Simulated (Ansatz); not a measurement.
# Ta2NF2 MXene monolayer in a perpendicular field

What dipole does a perpendicular field induce in the Ta2NF2 MXene monolayer? A positive field points along +c.

Method: plane-wave DFT, PBE-D3(BJ), Ansatz PAW (set soft_1); PAW set soft_1, in Ansatz 0.2.0.

### Step 1. The structure

The cell holds 5 atoms: 2 F, 2 Ta and 1 N. Cell: a = 3.155 Å, b = 3.155 Å, c = 40.180 Å, α = 90.0°, β = 90.0°, γ = 120.0°. Vacuum lies along c.

### Step 2. Relaxing the slab

The starting cell is a guess, so the in-plane lattice and the atoms are relaxed first, with the slab cut off from its images along the normal.

The input, input.yaml:

```yaml
crystal:
  lattice:
    - [3.15458, 0.0, 0.0]
    - [-1.57729, 2.7319464183, 0.0]
    - [0.0, 0.0, 40.1802396943]
  atoms:
    - { symbol: F, position: [0.3333333333, 0.6666666667, 0.4430038281] }
    - { symbol: Ta, position: [0.6666666667, 0.3333333333, 0.4690217571], spin: 1.0 }
    - { symbol: "N", position: [0.0, 0.0, 0.5] }
    - { symbol: Ta, position: [0.3333333333, 0.6666666667, 0.5309782429], spin: 1.0 }
    - { symbol: F, position: [0.6666666667, 0.3333333333, 0.5569961719] }
  periodic: [true, true, false]
magnetization:
  spin_polarized: true
kpoints:
  mp_grid: { grid: [12, 12, 1] }
hamiltonian:
  xc: pbe
  dispersion: d3bj
  pseudopotentials: { kind: paw, azcp: { folder: soft_1 } }
scf:
  occupations: { method: fermi_dirac, width: 0.05 }
  convergence: { dr2_threshold: 1.0e-09 }
relax:
  f_tol: 0.004
  max_steps: 90
  cell: {}
output:
  write_potential: true
  write_density: true
  volumetric_format: npy
```

The run is started by

```console
$ ansatz run input.yaml --threads 2 --pin off --max-ram 3072MiB --backend cpu --events-out ev --progress --plain --runs-dir out
```

Numbers of over 12 decimals in the logs are rounded to 6 here.

The program printed:

```text
Warning: relax.cell: scf.convergence.dr2_threshold = 1e-9 eV is looser than the 2.35201819331e-10 eV advised for a relaxation that steers and ends on the stress (1e-10 eV for each atom of the cell: 5, times the square of relax.cell.stress_2d_tol = 0.05 N/m over 14.6 Å (the atoms' height at the walk's start and 5 Å past either face), 3.429e-2 GPa, over a crystal's default 0.05). What an SCF threshold leaves in a stress goes as its square root, and in the free energy as the threshold itself, and one threshold admits the most on a small cell: [figures from the program's tests cut] Set scf.convergence.dr2_threshold to 2.35201819331e-10 eV or tighter. [rest of the remark cut]
Engine: ansatz 0.2.0, aarch64-unknown-linux-gnu
Pseudopotentials: kind: paw
Pseudopotential: F, paw, valence charge 7, recommended cutoff 420 eV (normal), soft_1/F.paw.azcp
Pseudopotential: Ta, paw, valence charge 13, recommended cutoff 420 eV (normal), soft_1/Ta.paw.azcp
Pseudopotential: N, paw, valence charge 5, recommended cutoff 420 eV (normal), soft_1/N.paw.azcp
Functional definition: PBE
  parameter kappa = 0.804
  parameter beta = 0.066725
  exchange = pbe_x(kappa = kappa, mu = beta*pi^2/3)
  correlation = pbe_c(beta = beta)
Crystal: 5 atoms, lattice volume = 346.279 Å³
Basis set: ecut = 420 eV, 6687 PW (Γ), exchange–correlation on 48×48×540 points (8 copies of the dense FFT grid, shifted against one another)
Bands: 29, of which v1, the nominal top of the filled ones, is band 23 counted from 1 (22 counted from 0)
Symmetry: 12 space group operations
Space group: P-3m1 (ITA 164), of the structure as read, at distance tolerance 7.0e-5 Å
Magnetic group: BNS 164.85 (UNI 1315), of the structure as read, at distance tolerance 7.0e-5 Å
k-points: 19 of 144
Non-local potential: F, projectors of the file, l = 0: 2, l = 1: 2, l = 2: 1
Non-local potential: Ta, projectors of the file, l = 0: 3, l = 1: 2, l = 2: 2, l = 3: 1
Non-local potential: N, projectors of the file, l = 0: 2, l = 1: 2, l = 2: 1
PAW form: soft (Blöchl's): semilocal exchange-correlation on the pseudo side does not see the compensation charge
PAW one-centre angular grid: F, 110 points (default); XC on 64 Gauss nodes
PAW one-centre angular grid: Ta, 590 points (default); XC on 64 Gauss nodes
PAW one-centre angular grid: N, 110 points (default); XC on 64 Gauss nodes
Initial density: superposition of atomic densities (neutral atoms: chi_scale 0, normalization atom)
Starting moments: Σ|m| = 2 μB on 2 of 5 sites
Initial wavefunctions: pseudopotential atomic-orbital guess
Functional: x = pbe(κ = 0.804, μ = 0.219515), c = pbe(β = 0.066725)
SCF iter   1: F=—  HF=-21871.505244 eV  |F-HF|=—  |Δ(HF+E_count)|=         —  Δρ=2.82e-2 (↑2.82e-2 ↓2.54e-2)  dr2=1.56e1  dr2_m=9.44e-2  M=1.000 μB ∫|m|=1.008 μB  β_m=0.30  ethr=3.10e-3  ⟨swp⟩=15.1  Hψ=8219  notcnv=0
Mixer restart at iter 1: flushing history
preconditioner: auto → LDOS  [metal: Δε(μ)=0.018 eV  Ē_g=11.192 eV  σ=0.050 eV  W_gap=0.09  n_scr=24 (ndim 8)  ℏωp=10.0 eV  f_vac=0.805  D(μ)=3.05/eV (n_scr^D=16)]
spin=Collinear: LDOS preconditioning applied to the charge; magnetization (m = ρ↑ − ρ↓) channel mixes plain (no charge-response kernel on spin).
SCF iter   2: F=—  HF=-21869.832516 eV  |F-HF|=—  |Δ(HF+E_count)|=    1.67e0  Δρ=2.04e-2 (↑2.04e-2 ↓1.84e-2)  dr2=8.55e0  dr2_m=5.02e-2  M=0.972 μB ∫|m|=0.977 μB  β_m=0.61  ethr=3.10e-3  ⟨swp⟩=3.2  Hψ=2506  notcnv=0  defer=15
SCF iter   3: F=—  HF=-21868.050969 eV  |F-HF|=—  |Δ(HF+E_count)|=    1.78e0  Δρ=4.32e-3 (↑4.32e-3 ↓4.13e-3)  dr2=2.02e-1  dr2_m=5.14e-3  M=0.814 μB ∫|m|=0.817 μB  β_m=0.67  ethr=3.10e-3  ⟨swp⟩=5.4  Hψ=3238  notcnv=0  defer=15
SCF iter   4: F=—  HF=-21868.089541 eV  |F-HF|=—  |Δ(HF+E_count)|=         —  Δρ=1.69e-3 (↑1.69e-3 ↓1.63e-3)  dr2=8.85e-3  dr2_m=4.14e-3  M=0.621 μB ∫|m|=0.627 μB  β_m=0.67  ethr=4.49e-4  ⟨swp⟩=3.8  Hψ=2588  notcnv=0  defer=13
SCF iter   5: F=—  HF=-21868.096400 eV  |F-HF|=—  |Δ(HF+E_count)|=   6.86e-3  Δρ=7.89e-4 (↑7.50e-4 ↓7.89e-4)  dr2=1.57e-3  dr2_m=1.44e-3  M=0.562 μB ∫|m|=0.568 μB  β_m=0.83  ethr=1.97e-5  ⟨swp⟩=3.3  Hψ=2750  notcnv=0  defer=13
SCF iter   6: F=—  HF=-21868.098528 eV  |F-HF|=—  |Δ(HF+E_count)|=   2.13e-3  Δρ=2.66e-4 (↑2.60e-4 ↓2.66e-4)  dr2=1.52e-4  dr2_m=1.80e-4  M=0.479 μB ∫|m|=0.485 μB  β_m=0.92  ethr=3.48e-6  ⟨swp⟩=3.4  Hψ=2589  notcnv=0  defer=13
SCF iter   7: F=—  HF=-21868.098922 eV  |F-HF|=—  |Δ(HF+E_count)|=   3.95e-4  Δρ=1.72e-4 (↑1.72e-4 ↓1.45e-4)  dr2=3.21e-5  dr2_m=7.62e-5  M=0.442 μB ∫|m|=0.448 μB  β_m=0.96  ethr=3.38e-7  ⟨swp⟩=4.0  Hψ=2808  notcnv=0  defer=13
SCF iter   8: F=—  HF=-21868.099228 eV  |F-HF|=—  |Δ(HF+E_count)|=   3.05e-4  Δρ=1.06e-4 (↑1.06e-4 ↓8.91e-5)  dr2=2.29e-5  dr2_m=2.52e-5  M=0.394 μB ∫|m|=0.399 μB  β_m=0.98  ethr=7.14e-8  ⟨swp⟩=4.8  Hψ=2862  notcnv=0  defer=13
SCF iter   9: F=—  HF=-21868.099369 eV  |F-HF|=—  |Δ(HF+E_count)|=   1.41e-4  Δρ=5.12e-5 (↑4.54e-5 ↓5.12e-5)  dr2=7.41e-6  dr2_m=5.52e-6  M=0.347 μB ∫|m|=0.352 μB  β_m=0.99  ethr=5.10e-8  ⟨swp⟩=4.7  Hψ=2835  notcnv=0  defer=13
SCF iter  10: F=—  HF=-21868.099399 eV  |F-HF|=—  |Δ(HF+E_count)|=   3.04e-5  Δρ=2.29e-5 (↑1.87e-5 ↓2.29e-5)  dr2=2.04e-6  dr2_m=1.07e-6  M=0.322 μB ∫|m|=0.326 μB  β_m=0.99  ethr=1.65e-8  ⟨swp⟩=5.0  Hψ=2966  notcnv=0  defer=13
SCF iter  11: F=—  HF=-21868.099404 eV  |F-HF|=—  |Δ(HF+E_count)|=   5.33e-6  Δρ=5.17e-6 (↑5.17e-6 ↓5.17e-6)  dr2=3.82e-7  dr2_m=3.13e-8  M=0.308 μB ∫|m|=0.311 μB  β_m=0.99  ethr=4.52e-9  ⟨swp⟩=5.0  Hψ=3089  notcnv=0  defer=13
SCF iter  12: F=—  HF=-21868.099404 eV  |F-HF|=—  |Δ(HF+E_count)|=   1.24e-7  Δρ=1.31e-6 (↑1.31e-6 ↓1.05e-6)  dr2=2.29e-8  dr2_m=9.63e-10  M=0.306 μB ∫|m|=0.310 μB  β_m=0.95  ethr=8.50e-10  ⟨swp⟩=3.3  Hψ=2423  notcnv=0  defer=13
SCF iter  13: F=—  HF=-21868.099405 eV  |F-HF|=—  |Δ(HF+E_count)|=   4.52e-7  Δρ=6.74e-7 (↑6.74e-7 ↓6.54e-7)  dr2=3.60e-9  dr2_m=8.65e-11  M=0.307 μB ∫|m|=0.310 μB  β_m=0.84  ethr=5.09e-11  ⟨swp⟩=4.1  Hψ=2777  notcnv=0  defer=13
SCF iter  14: F=-21868.099405 eV  HF=-21868.099405 eV  |F-HF|=1.52e-9  |Δ(HF+E_count)|=   1.32e-8  Δρ=1.26e-7 (↑1.05e-7 ↓1.26e-7)  dr2=1.50e-10  dr2_m=1.17e-11  M=0.307 μB ∫|m|=0.310 μB  ethr=2.22e-12  ⟨swp⟩=10.5  Hψ=9903  notcnv=0
SCF 1 converged in 14 iterations: F = -21868.099405 eV  dr2 = 1.50e-10
  greatest PAW one-centre occupation: 0.999 electrons in one spin orbital (limit 2), on the Ta atom at site 3 (counted from 0), in its partial waves of l = 0
[...]
relax step   6: F+E_penalty+E_count = -21870.23706014 eV  Δ(F+E_penalty+E_count) = +1.093e-5 eV  max|allowed force component| = 1.476e-2 eV/Å  Δτ_max = 0.0061 Å  P = -0.034 N/m  Ω = 373.129 Å³  energy of the carried Pulay correction = -8.894e-3 eV  fix = [c, alpha, beta]  reactions: c -0.000 N/m  (7 SCF iters, accepted)
[...]
relax step   7: F+E_penalty+E_count = -21870.23708460 eV  Δ(F+E_penalty+E_count) = -2.446e-5 eV  max|allowed force component| = 3.832e-4 eV/Å  Δτ_max = 0.0002 Å  P = -0.001 N/m  Ω = 373.070 Å³  energy of the carried Pulay correction = -8.875e-3 eV  fix = [c, alpha, beta]  reactions: c -0.000 N/m  (5 SCF iters, accepted)
[...]
relax step   8: F+E_penalty+E_count = -21870.25374105 eV  Δ(F+E_penalty+E_count) = -1.666e-2 eV  max|allowed force component| = 8.679e-4 eV/Å  Δτ_max = 0.0000 Å  P = +0.407 N/m  Ω = 373.070 Å³  fix = [c, alpha, beta]  reactions: c +0.000 N/m  stress off target by 4.07e-1 N/m on what of the cell is left free  SCF on the basis re-selected at this cell (its energy is not comparable with the rows above)  (6 SCF iters)
[...]
relax step   9: F+E_penalty+E_count = -21870.25373938 eV  Δ(F+E_penalty+E_count) = +1.669e-6 eV  max|allowed force component| = 8.685e-4 eV/Å  Δτ_max = 0.0040 Å  P = +0.030 N/m  Ω = 374.336 Å³  energy of the carried Pulay correction = -4.276e-4 eV  fix = [c, alpha, beta]  reactions: c +0.000 N/m  (8 SCF iters, accepted)
iter 1 solved again at ethr=1.62e-7 eV; its pass at ethr=3.10e-3 eV (dr2=7.28e-5 eV) is discarded
SCF iter   1: F=—  HF=-21870.254081 eV  |F-HF|=—  |Δ(HF+E_count)|=         —  Δρ=8.57e-6 (↑8.56e-6 ↓8.57e-6)  dr2=7.54e-8  dr2_m=9.08e-12  M=-0.000 μB ∫|m|=0.000 μB  β_m=0.65  ethr=1.62e-7  ⟨swp⟩=7.4  Hψ=13956  notcnv=0
preconditioner: auto → Resta (q_TF=auto, 1.917 Å⁻¹)  ε∞=2.0  [insulator: Δε(μ)=0.155 eV  Ē_g=9.518 eV  σ=0.050 eV  W_gap=0.52  n_scr=24 (ndim 8)  ℏωp=9.6 eV  f_vac=0.819  D(μ)=1.72/eV (n_scr^D=10)  ε∞_Penn≈2.0  vacuum switching on, ρ_ref=6.6e-3 e/Å³]
spin=Collinear: Resta preconditioning applied to the charge; magnetization (m = ρ↑ − ρ↓) channel mixes plain (no charge-response kernel on spin).
SCF iter   2: F=—  HF=-21870.254137 eV  |F-HF|=—  |Δ(HF+E_count)|=   5.57e-5  Δρ=2.97e-6 (↑2.97e-6 ↓2.96e-6)  dr2=2.29e-8  dr2_m=2.79e-12  M=-0.000 μB ∫|m|=0.000 μB  β_m=0.51  ethr=1.68e-10  ⟨swp⟩=5.6  Hψ=3969  notcnv=0
SCF iter   3: F=—  HF=-21870.254172 eV  |F-HF|=—  |Δ(HF+E_count)|=   3.45e-5  Δρ=1.55e-6 (↑1.55e-6 ↓1.55e-6)  dr2=2.38e-9  dr2_m=1.26e-12  M=-0.000 μB ∫|m|=0.000 μB  β_m=0.55  ethr=5.09e-11  ⟨swp⟩=3.9  Hψ=2303  notcnv=0
SCF iter   4: F=-21870.254196 eV  HF=-21870.254195 eV  |F-HF|=5.98e-7  |Δ(HF+E_count)|=   2.38e-5  Δρ=1.51e-7 (↑1.48e-7 ↓1.51e-7)  dr2=2.72e-10  dr2_m=2.29e-13  M=-0.000 μB ∫|m|=0.000 μB  ethr=2.22e-12  ⟨swp⟩=15.7  Hψ=10868  notcnv=0
the starting moments were not kept: the SCF closed with an absolute magnetisation of 7.1e-7 μB, where they sum to 2 μB in size (2 sites). That is at most 0.1 of that sum. Measured as dr2_m measures the in/out step, that magnetisation stands 6.9e-14 eV from none, at or under the dr2_threshold of 1.0e-9 eV: it is no larger than a step whose dr2_m would equal this threshold.
SCF 10 converged in 4 iterations: F = -21870.254196 eV  dr2 = 2.72e-10
relax step  10: F+E_penalty+E_count = -21870.25419609 eV  Δ(F+E_penalty+E_count) = -4.567e-4 eV  max|allowed force component| = 9.078e-4 eV/Å  Δτ_max = 0.0000 Å  P = +0.034 N/m  Ω = 374.336 Å³  fix = [c, alpha, beta]  reactions: c +0.000 N/m  stress off target by 3.38e-2 N/m on what of the cell is left free  SCF on the basis re-selected at this cell (its energy is not comparable with the rows above)  (4 SCF iters)
basis re-selected at this cell: Δ(F+E_penalty+E_count) = -4.567e-4 eV, ΔP = +0.004 N/m vs the last step (what re-selecting the basis moved, of the pressure what is left beyond the Pulay correction that the steps carried, after the strain that the cell walked since its last selection, with what the two solves' SCF thresholds leave and, on support functions, any second-order correction that the steps lacked; it is no m [...]
WARN: The input density's exchange-correlation potential varies sharply where the density is thin. Do not read a vacuum level from v_tot or v_xc, or from such a field of the output density. On a cell that repeats whose density bears no net charge and no dipole along the vacuum's axis use v_es (v_loc + v_h of the components); under efield.dipole_correction with no amplitude use v_es + v_field, which holds any external [...]
SCF converged after 4 iterations
Magnetization: -0.0000 μB (22.5000 up, 22.5000 down)
Absolute magnetization: 0.0000 μB (∫|ρ↑−ρ↓|, with the PAW one-centre terms)
Spin contamination: 0.0000 ħ² per cell (⟨S²⟩ above its minimum at these occupations)
Per-site moments (μB) at R_I (Å): [(5.752484681870677e-9, 0.956023), (-7.224933464748126e-8, 0.882335), (1.5115183658107576e-7, 0.882335), (-7.224933457740469e-8, 0.882335), (5.75248467087338e-9, 0.956023)]
Free energy (F): -21870.254196 eV
Harris-Foulkes:  -21870.254195 eV  (|F-HF|=5.98e-7)
Internal energy: -21870.240226 eV  (E = F + TS)
E sigma→0 (E₀):  -21870.247211 eV
Entropy (-TS):   -0.013970 eV (-2.794 meV/atom)
Fermi energy:    -3.576534 eV
--- Per-component energies (eV) ---
  E_band       = -1159.303623
  E_kinetic    = 1318.017203
  E_local      = -164479.089862  (includes V_loc(G=0)·N_el)
  E_nonlocal   = 187.051769
  E_hartree    = 81463.876615
  E_xc         = -857.049291
  E_vxc        = -741.715280  (∫ρ·V_xc dr)
  E_paw        = -17147.027664  (= ΣΔE_a)
  E_vpaw       = -371.327671  (= ΣTr[D̂ρ^β])
  E_aug_tail   = 0.002498  (compensation charges beyond the density's cutoff)
  E_ewald      = 77644.996638
  E_disp       = -1.018131  (pairwise vdW)
  E_smearing   = -0.013970  (= −TS)
  E_closure    = 0.000000  (closes the sum)
  Σ components = -21870.254196   (vs F -21870.254196, Δ=0.00e0)
--- Forces (eV/Å), atoms counted from 1 ---
  atom   1  F      0.00000000     0.00000000    -0.00064812
  atom   2  Ta     0.00000000    -0.00000000     0.00090782
  atom   3  N     -0.00000000     0.00000000     0.00000000
  atom   4  Ta    -0.00000000     0.00000000    -0.00090782
  atom   5  F     -0.00000000    -0.00000000     0.00064812
  max |Σ_I F_I| component: 9.25e-18 eV/Å
--- 2D stress c σ (N/m, compression-positive) ---
        0.033796       0.000000      -0.000000
        0.000000       0.033796      -0.000000
       -0.000000      -0.000000       0.000000
  P = ½ c Tr σ = 0.0338 N/m
--- Band table (eV; the first three rows and the last of 38) ---
  k-point 0 ↑: bands = [... 19 lower, -10.0535, -6.0132, -6.0132, -4.2645, -3.6961, -2.5038, -1.9803, -1.9803, ... 2 higher]
  k-point 1 ↑: bands = [... 19 lower, -10.0231, -6.1881, -5.8742, -4.0870, -3.3625, -2.6861, -2.4326, -1.9967, ... 2 higher]
  k-point 2 ↑: bands = [... 19 lower, -10.0040, -6.5357, -5.4834, -3.9562, -2.9198, -2.7226, -2.4360, -1.9523, ... 2 higher]
  k-point 18 ↓: bands = [... 19 lower, -10.1755, -5.2368, -5.2368, -5.1464, -1.5284, -1.5284, -1.2678, -0.3312, ... 2 higher]
  the weakly bound empty levels are not read free of the cell's end (no_gap_told)
--- Relaxed structure (8 steps of the walk, 7 accepted, 2 SCFs on fresh bases) ---
  F+E_penalty+E_count = -21870.25419609 eV   max|allowed force component| = 9.078e-4 eV/Å   (the final SCF, on the basis selected at the relaxed cell)
  cell:  # Å, volume = 374.3358 Å³
    - [3.279889, 0.0, 0]
    - [-1.639944, 2.840467, 0]
    - [0, 0, 40.1802396943]
  atoms:
    - { symbol: F, position: [0.333333, 0.666667, 0.441988] }
    - { symbol: Ta, position: [0.666667, 0.333333, 0.475244] }
    - { symbol: N, position: [0, 0, 0.5] }
    - { symbol: Ta, position: [0.333333, 0.666667, 0.524756] }
    - { symbol: F, position: [0.666667, 0.333333, 0.558012] }
```

Wall time 2.2 min (2 threads of Arm Neoverse V2, shared host); peak memory 0.78 GiB; 4.4 min of CPU time.

Relaxation path:

```
step  energy less that of the first step (eV)  largest force component (eV/Å)  volume (Å³)
   1                                   0.0000                          5.7323       346.28
   2                                  -1.9291                          1.3609       349.52
   3                                  -1.5168                          4.9511       384.23
   4                                  -2.1243                          0.4316       366.28
   5                                  -2.1377                          0.0379       372.01
   6                                  -2.1377                          0.0148       373.13
   7                                  -2.1377                          0.0004       373.07
  8*                                  -2.1543                          0.0009       373.07
   9                                  -2.1543                          0.0009       374.34
 10*                                  -2.1548                          0.0009       374.34
```

Relaxation steps marked * repeat the geometry before them on a plane-wave basis chosen anew for their cell, so energy and pressure can jump there. Relaxation step 3 was tried and not accepted.

Forces are held to the 12 operations that the run works with; a distortion that breaks them can't arise in this run.

```
cell as run  before  after  change
      a (Å)   3.155  3.280  +4.0 %
      b (Å)   3.155  3.280  +4.0 %
```

The atoms that moved most (Å, along periodic axes as changes of fractional coordinates times the final cell, across vacuum about the mean position):

```
atom     dx     dy      dz  length
 Ta2  0.000  0.000   0.250   0.250
 Ta4  0.000  0.000  -0.250   0.250
  F5  0.000  0.000   0.041   0.041
  F1  0.000  0.000  -0.041   0.041
```

The relaxed structure:

```cif
data_structure
_symmetry_space_group_name_H-M 'P 1'
_symmetry_Int_Tables_number 1
_cell_length_a 3.2799
_cell_length_b 3.2799
_cell_length_c 40.1802
_cell_angle_alpha 90.000
_cell_angle_beta 90.000
_cell_angle_gamma 120.000
_cell_volume 374.34
loop_
_atom_site_label
_atom_site_type_symbol
_atom_site_fract_x
_atom_site_fract_y
_atom_site_fract_z
_atom_site_occupancy
F1 F 0.33333 0.66667 0.44199 1
Ta2 Ta 0.66667 0.33333 0.47524 1
N3 N 0.00000 0.00000 0.50000 1
Ta4 Ta 0.33333 0.66667 0.52476 1
F5 F 0.66667 0.33333 0.55801 1
```

Numbers from this step:

| Property | Result |
| --- | --- |
| energy at zero smearing | -21870.2472 eV |

The lattice constant a goes from 3.155 to 3.280 Å.

[end of part 1 of 2]

[Logs are printed without paths, hosts, clocks, repeated set-up lines and the standing remarks that a program may print on its own settings, such as how far it seeks lower states.]

[Hosts, paths, dates, database ids (printed as entryN), source tags and the programs' standing remarks are cut or masked in the printed files.]

[Maps of the electrostatic potential energy from Ansatz leave out the sawtooth potential of an applied field or a dipole correction, so their vacuum need not be flat; planar profiles and work functions include it.]
